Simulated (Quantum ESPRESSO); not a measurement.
# BAs (F-43m) in Quantum ESPRESSO: notebook, part 3 of 4

Quantum ESPRESSO 7.5.

### Step 4. Phonons, PBE

File pw.in:

```
&CONTROL
  calculation = 'scf'
  prefix = 'pwscf'
  outdir = './tmp'
  pseudo_dir = './pseudo'
  tprnfor = .true.
  tstress = .true.
  disk_io = 'low'
/
&SYSTEM
  ibrav = 0
  nat = 2
  ntyp = 2
  ecutwfc = 55
  ecutrho = 440
  nbnd = 9
  occupations = 'smearing'
  smearing = 'fd'
  degauss = 0.00367493
/
&ELECTRONS
  conv_thr = 4d-10
  electron_maxstep = 120
  mixing_beta = 0.5
/
ATOMIC_SPECIES
As    74.9216 As.pbe-n-rrkjus_psl.0.2.UPF
B     10.8100 b_pbe_v1.4.uspp.F.UPF
CELL_PARAMETERS angstrom
   0.0000000000    2.3885000000    2.3885000000
   2.3885000000    0.0000000000    2.3885000000
   2.3885000000    2.3885000000    0.0000000000
ATOMIC_POSITIONS crystal
As     0.7500000000    0.7500000000    0.7500000000
B      0.0000000000    0.0000000000    0.0000000000
K_POINTS automatic
6 6 6 1 1 1
```

File scf2.in:

```
&CONTROL
  calculation = 'scf'
  prefix = 'pwscf'
  outdir = './tmp'
  pseudo_dir = './pseudo'
  tprnfor = .true.
  tstress = .true.
  disk_io = 'low'
/
&SYSTEM
  ibrav = 0
  nat = 2
  ntyp = 2
  ecutwfc = 55
  ecutrho = 440
  nbnd = 9
  occupations = 'fixed'
/
&ELECTRONS
  conv_thr = 1d-13
  electron_maxstep = 120
  mixing_beta = 0.5
  startingpot = 'file'
  startingwfc = 'file'
/
ATOMIC_SPECIES
As    74.9216 As.pbe-n-rrkjus_psl.0.2.UPF
B     10.8100 b_pbe_v1.4.uspp.F.UPF
CELL_PARAMETERS angstrom
   0.0000000000    2.3885000000    2.3885000000
   2.3885000000    0.0000000000    2.3885000000
   2.3885000000    2.3885000000    0.0000000000
ATOMIC_POSITIONS crystal
As     0.7500000000    0.7500000000    0.7500000000
B      0.0000000000    0.0000000000    0.0000000000
K_POINTS automatic
6 6 6 1 1 1
```

File ph.in:

```
phonons of BAs
&INPUTPH
  prefix = 'pwscf'
  outdir = './tmp'
  tr2_ph = 1d-18
  fildyn = 'dyn'
  niter_ph = 90
  alpha_mix(1) = 0.7
  epsil = .true.
/
0.0000000000 0.0000000000 0.0000000000
```

File dynmat.in:

```
&INPUT
  fildyn = 'dyn'
  asr = 'crystal'
  lperm = .true.
  filout = 'dynmat.disp'
  fileig = 'dynmat.eig'
/
```

File dynmat_lo.in:

```
&INPUT
  fildyn = 'dyn'
  asr = 'crystal'
  filout = 'dynmat_lo.disp'
  fileig = 'dynmat_lo.eig'
  q(1) = 0
  q(2) = 0
  q(3) = 1
/
```

Potentials or basis: SSSP 1.3 efficiency PBE.

The run is started by

```sh
OMP_NUM_THREADS=1 pw.x -in pw.in > pw.out
OMP_NUM_THREADS=1 pw.x -in scf2.in > scf2.out
OMP_NUM_THREADS=1 ph.x -in ph.in > ph.out
OMP_NUM_THREADS=1 dynmat.x -in dynmat.in > dynmat.out
OMP_NUM_THREADS=1 dynmat.x -in dynmat_lo.in > dynmat_lo.out
```

pw.out:

```text
This program is part of the open-source Quantum ESPRESSO suite
     for quantum simulation of materials; please cite
[... 9 lines left out ...]
     --------------------
     sticks:   dense  smooth     PW     G-vecs:    dense   smooth      PW
     Sum        1237     613    199                28763    10081    1837

     Using Slab Decomposition

     bravais-lattice index     =            0
     lattice parameter (alat)  =       6.3832  a.u.
     unit-cell volume          =     183.9087 (a.u.)^3
     number of atoms/cell      =            2
     number of atomic types    =            2
     number of electrons       =         8.00
     number of Kohn-Sham states=            9
     kinetic-energy cutoff     =      55.0000  Ry
     charge density cutoff     =     440.0000  Ry
     scf convergence threshold =      4.0E-10
     mixing beta               =       0.5000
     number of iterations used =            8  plain     mixing
     Exchange-correlation=  SLA  PW   PBX  PBC
                           (   1   4   3   4   0   0   0)

     celldm(1)=   6.383210  celldm(2)=   0.000000  celldm(3)=   0.000000
     celldm(4)=   0.000000  celldm(5)=   0.000000  celldm(6)=   0.000000

[... 8 lines left out ...]
               b(3) = (  0.707107  0.707107 -0.707107 )

     PseudoPot. # 1 for As read from file:
     As.pbe-n-rrkjus_psl.0.2.UPF
     Pseudo is Ultrasoft + core correction, Zval =  5.0
     Generated using "atomic" code by A. Dal Corso  v.5.0.99 svn rev. 10869
     Using radial grid of 1209 points,  4 beta functions with:
                l(1) =   0
                l(2) =   0
                l(3) =   1
                l(4) =   1
     Q(r) pseudized with 0 coefficients

     PseudoPot. # 2 for B  read from file:
     b_pbe_v1.4.uspp.F.UPF
     Pseudo is Ultrasoft + core correction, Zval =  3.0
     Generated by new atomic code, or converted to UPF format
     Using radial grid of  781 points,  4 beta functions with:
                l(1) =   0
                l(2) =   0
                l(3) =   1
                l(4) =   1
     Q(r) pseudized with  8 coefficients,  rinner =    1.100   1.100   1.100

     atomic species   valence    mass     pseudopotential
     As                5.00    74.92160     As( 1.00)
     B                 3.00    10.81000     B ( 1.00)

     24 Sym. Ops. (no inversion) found

   Cartesian axes

     site n.     atom                  positions (alat units)
         1        As     tau(   1) = (   1.0606602   1.0606602   1.0606602  )
         2        B      tau(   2) = (   0.0000000   0.0000000   0.0000000  )

     number of k points=    28  Fermi-Dirac smearing, width (Ry)=  0.0037
                       cart. coord. in units 2pi/alat
        k(    1) = (   0.0589256   0.0589256   0.0589256), wk =   0.0185185
        k(    2) = (   0.1767767   0.1767767  -0.0589256), wk =   0.0555556
        k(    3) = (   0.2946278   0.2946278  -0.1767767), wk =   0.0555556
        k(    4) = (  -0.2946278  -0.2946278   0.4124790), wk =   0.0555556
        k(    5) = (  -0.1767767  -0.1767767   0.2946278), wk =   0.0555556
        k(    6) = (  -0.0589256  -0.0589256   0.1767767), wk =   0.0555556
[... 20 lines left out ...]
        k(   27) = (   0.2946278   0.2946278   0.2946278), wk =   0.0185185
        k(   28) = (  -0.2946278  -0.2946278   0.8838835), wk =   0.0555556

     Dense  grid:    28763 G-vectors     FFT dimensions: (  45,  45,  45)

     Smooth grid:    10081 G-vectors     FFT dimensions: (  32,  32,  32)

     Initial potential from superposition of free atoms

     starting charge       7.9995, renormalised to       8.0000
     Starting wfcs are    8 randomized atomic wfcs +    1 random wfcs

     Self-consistent Calculation

     iteration #  1     ecut=    55.00 Ry     beta= 0.50
     Davidson diagonalization with overlap
     ethr =  1.00E-02,  avg # of iterations =  4.8

     total energy              =     -24.56600518 Ry
     estimated scf accuracy    <       0.15161466 Ry

     iteration #  2     ecut=    55.00 Ry     beta= 0.50
     Davidson diagonalization with overlap
     ethr =  1.90E-03,  avg # of iterations =  1.0

     total energy              =     -24.59356350 Ry
     estimated scf accuracy    <       0.01029726 Ry

     iteration #  3     ecut=    55.00 Ry     beta= 0.50
     Davidson diagonalization with overlap
     ethr =  1.29E-04,  avg # of iterations =  2.2

     total energy              =     -24.59421111 Ry
     estimated scf accuracy    <       0.00177367 Ry

     iteration #  4     ecut=    55.00 Ry     beta= 0.50
     Davidson diagonalization with overlap
     ethr =  2.22E-05,  avg # of iterations =  2.4

     total energy              =     -24.59430356 Ry
     estimated scf accuracy    <       0.00002581 Ry

     iteration #  5     ecut=    55.00 Ry     beta= 0.50
     Davidson diagonalization with overlap
     ethr =  3.23E-07,  avg # of iterations =  3.0

     total energy              =     -24.59431139 Ry
     estimated scf accuracy    <       0.00000526 Ry

     iteration #  6     ecut=    55.00 Ry     beta= 0.50
     Davidson diagonalization with overlap
     ethr =  6.57E-08,  avg # of iterations =  1.1

     total energy              =     -24.59431226 Ry
     estimated scf accuracy    <       0.00000005 Ry

     iteration #  7     ecut=    55.00 Ry     beta= 0.50
     Davidson diagonalization with overlap
     ethr =  6.57E-10,  avg # of iterations =  2.9

     total energy              =     -24.59431229 Ry
     estimated scf accuracy    <          8.7E-09 Ry

     iteration #  8     ecut=    55.00 Ry     beta= 0.50
     Davidson diagonalization with overlap
     ethr =  1.09E-10,  avg # of iterations =  1.1

     End of self-consistent calculation

          k = 0.0589 0.0589 0.0589 (  1261 PWs)   bands (ev):

    -6.6281   7.6045   8.4247   8.4247  12.1026  12.2367  12.2367  14.0734
    18.8608

          k = 0.1768 0.1768-0.0589 (  1282 PWs)   bands (ev):

    -6.0302   5.0040   6.7419   8.0788  12.3326  12.7633  13.4883  15.7702
    20.2844

          k = 0.2946 0.2946-0.1768 (  1269 PWs)   bands (ev):

    -4.6749   1.4500   6.1199   7.1413  11.9783  13.5506  13.7162  17.4647
    20.6390

          k =-0.2946-0.2946 0.4125 (  1258 PWs)   bands (ev):

    -3.8414   0.0282   6.2150   6.6077  11.8238  13.3427  13.8874  17.8787
    21.0695

          k =-0.1768-0.1768 0.2946 (  1277 PWs)   bands (ev):

    -5.1823   2.5301   6.7236   6.9134  11.9612  13.2079  14.2234  16.5774
    19.8502

          k =-0.0589-0.0589 0.1768 (  1276 PWs)   bands (ev):

    -6.3262   6.3025   7.4962   7.8476  11.6282  13.0066  13.4658  14.9352
    19.0542

          k = 0.2946 0.0589 0.0589 (  1284 PWs)   bands (ev):

    -5.7310   4.8929   6.4593   6.5652  10.9867  13.9730  15.0338  15.0804
    18.8920

          k = 0.4125 0.1768-0.0589 (  1273 PWs)   bands (ev):

    -4.6127   2.6024   4.7670   5.9487  11.6063  13.8543  14.9632  16.6060
    20.2894

          k =-0.1768-0.4125 0.5303 (  1261 PWs)   bands (ev):

    -3.3309   0.4410   4.0609   5.5960  12.0632  14.1469  16.1267  17.2510
    19.6319

          k =-0.0589-0.2946 0.4125 (  1270 PWs)   bands (ev):

    -4.1375   1.7213   3.9324   6.2826  12.6719  13.7948  15.4466  16.6294
    19.8224

          k = 0.0589-0.1768 0.2946 (  1274 PWs)   bands (ev):

    -5.4493   3.7487   5.7089   7.2386  12.1000  13.4787  14.7241  15.4445
    19.1916

          k = 0.5303 0.0589 0.0589 (  1268 PWs)   bands (ev):

    -3.7919   1.7705   4.5880   5.0005  10.1693  11.5839  18.2310  18.3796
    21.0654

          k =-0.0589-0.5303 0.6482 (  1264 PWs)   bands (ev):

    -2.6720   0.5322   3.4615   4.4828  11.0315  12.4425  17.8525  19.0309
    20.7899

          k = 0.0589-0.4125 0.5303 (  1261 PWs)   bands (ev):

    -2.9283   0.6907   2.8749   5.2322  11.8023  15.4173  16.2616  17.7077
    18.7965

          k = 0.1768-0.2946 0.4125 (  1261 PWs)   bands (ev):

    -4.0007   0.7066   5.2513   6.3941  12.3051  13.3195  14.8416  17.3502
    20.3844

          k =-0.6482 0.0589 0.0589 (  1264 PWs)   bands (ev):

    -2.7576   0.4300   4.2050   4.6949  10.1249  10.8535  19.5759  19.5841
    21.4333

          k =-0.5303 0.1768-0.0589 (  1262 PWs)   bands (ev):

    -3.5973   1.4968   3.9618   4.9442  11.2251  12.9512  16.3447  18.3046
    20.8828

          k =-0.4125 0.0589 0.0589 (  1274 PWs)   bands (ev):

    -4.8655   3.3745   5.3799   5.5995  10.4638  12.7799  16.5410  16.7671
    20.0266

          k = 0.1768 0.1768 0.1768 (  1278 PWs)   bands (ev):

    -5.7426   3.7085   7.5036   7.5036  11.7501  13.3263  13.3263  16.7053
    20.1289

          k = 0.2946 0.2946 0.0589 (  1273 PWs)   bands (ev):

    -4.9030   2.6364   4.7536   7.2425  12.5158  13.8891  14.4932  16.2579
    18.8984

          k =-0.2946-0.2946 0.6482 (  1269 PWs)   bands (ev):

    -3.5208   1.0394   3.2390   6.1480  11.6907  15.6184  15.7892  17.3886
    19.4440

          k =-0.1768-0.1768 0.5303 (  1264 PWs)   bands (ev):

    -3.4731   0.9369   3.9175   5.4857  11.0413  14.5803  16.3820  16.6231
    20.7848

          k = 0.4125 0.1768 0.1768 (  1268 PWs)   bands (ev):

    -4.3904   1.5966   5.4537   6.0084  11.5877  14.2776  15.3468  15.7290
    20.6057

          k =-0.1768-0.4125 0.7660 (  1257 PWs)   bands (ev):

    -3.2663   1.0447   3.3402   4.9734  12.9233  14.0887  15.0548  18.2019
    19.4889

          k =-0.0589-0.2946 0.6482 (  1259 PWs)   bands (ev):

    -2.5792   0.6364   3.0109   4.0703  12.8416  14.4305  15.6418  17.2589
    20.4385

          k =-0.7660 0.1768 0.1768 (  1265 PWs)   bands (ev):

    -2.7282   0.5621   2.8590   5.2130  10.7263  14.2941  17.7463  17.9860
    19.8098

          k = 0.2946 0.2946 0.2946 (  1260 PWs)   bands (ev):

    -4.2733   0.4892   6.9172   6.9172  11.4098  13.4693  13.4693  17.7102
    21.0439

          k =-0.2946-0.2946 0.8839 (  1267 PWs)   bands (ev):

    -3.5832   0.2609   4.6992   6.3183  11.8968  14.2620  14.7268  17.9999
    20.3260

     the Fermi energy is     9.2562 ev

!    total energy              =     -24.59431229 Ry
     estimated scf accuracy    <          3.9E-10 Ry
     smearing contrib. (-TS)   =      -0.00000000 Ry
     internal energy E=F+TS    =     -24.59431229 Ry

     The total energy is F=E-TS. E is the sum of the following terms:
     one-electron contribution =       6.33307858 Ry
     hartree contribution      =       1.23493450 Ry
     xc contribution           =     -12.22890669 Ry
     ewald contribution        =     -19.93341868 Ry

     convergence has been achieved in   8 iterations

     Forces acting on atoms (cartesian axes, Ry/au):

     atom    1 type  1   force =    -0.00000000    0.00000000   -0.00000000
     atom    2 type  2   force =     0.00000000    0.00000000    0.00000000

     Total force =     0.000000     Total SCF correction =     0.000000

     Computing stress (Cartesian axis) and pressure

          total   stress  (Ry/bohr**3)                   (kbar)     P=       34.34
   0.00023345   0.00000000   0.00000000           34.34        0.00        0.00
   0.00000000   0.00023345   0.00000000            0.00       34.34        0.00
   0.00000000   0.00000000   0.00023345            0.00        0.00       34.34

=------------------------------------------------------------------------------=
   JOB DONE.
=------------------------------------------------------------------------------=
```

It took 72 s on 1 thread of Intel Xeon Platinum 8375C at 2.90GHz (Ice Lake), shared host; peak memory 0.09 GiB.

Results:

```
Free energy                                             : -334.6227 eV
Pressure after relaxing                                 : 3.4 GPa
Electronic dielectric tensor (diagonal)                 : 9.81
Born charges (mean of the diagonal)                     : As +0.49; B -0.49 e
Highest phonon frequency at Γ, LO-TO splitting left out : 699 cm⁻¹
Static dielectric tensor (diagonal)                     : 9.90
```

Levels at points of the mesh, in eV from the valence-band top:
| k point | band 2 | band 3 | band 4 | band 5 | band 6 | band 7 |
| --- | --- | --- | --- | --- | --- | --- |
| (0.08, 0.08, 0.08) | -0.82 | 0.00 | 0.00 | 3.68 | 3.81 | 3.81 |

Phonon frequencies in cm⁻¹ (negative: imaginary):
| q point | frequencies |
| --- | --- |
| (0.000, 0.000, 0.000) | -2 -2 -2 699 699 699 |

Electronic dielectric tensor:
```
9.81 0.00 0.00
0.00 9.81 0.00
0.00 0.00 9.81
```

Born effective charge tensors (e):
atom 1, As
```
0.49 0.00 0.00
0.00 0.49 0.00
0.00 0.00 0.49
```
atom 2, B
```
-0.49  0.00  0.00
 0.00 -0.49  0.00
 0.00  0.00 -0.49
```

Optical modes at Γ, degenerate ones joined, polar ones without the macroscopic field:
```
cm⁻¹  components  symmetry     active in  IR intensity, summed ((D/Å)²/amu)
 699           3        T2  IR and Raman                               1.74
```

Zone-centre frequencies without and with the macroscopic field along z (cm⁻¹):
```tsv
	optical modes in rising order
without	699 699 699
with the field	699 699 702
```

Static dielectric tensor, electrons and zone-centre modes:
```
9.90 0.00 0.00
0.00 9.90 0.00
0.00 0.00 9.90
```

Caveat: the cell is more than 3 GPa from zero pressure, which shifts response properties.

(Continued in part 4 of 4.)
